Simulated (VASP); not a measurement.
A run of VASP 6.6.1 is set up as follows.

File INCAR:

```
PREC = Accurate
ENCUT = 600
EDIFF = 1E-7
ISMEAR = 1
SIGMA = 0.1
LREAL = False
LASPH = True
NELM = 80
ALGO = Normal
ISIF = 2
LWAVE = False
LCHARG = False
GGA = CA
IBRION = 2
NSW = 40
EDIFFG = -0.01
```

File KPOINTS:

```
Automatic mesh
0
Gamma
  16 16 16
```

Contents of POSCAR:

```
Si                                      
1.0
   -0.0000000000      1.8691242718      1.8691242718
    1.8691242718      0.0000000000      1.8691242718
    1.8691242718      1.8691242718     -0.0000000000
  Si            
     1
Direct
     0.0000000000000000    1.0000000000000000    0.0000000000000000
```

Potentials or basis: VASP PAW LDA potentials, release 64 (Si).

Command:

```bash
$ cat potpaw_LDA.64/Si/POTCAR > POTCAR
$ mpirun -np 1 vasp_std > vasp.out
```

(1) What does it give for the band gap on the k mesh?

Results:

(1) none (metal or under the smearing width).

Caveat: the relaxation stopped at its first step, so nothing moved.
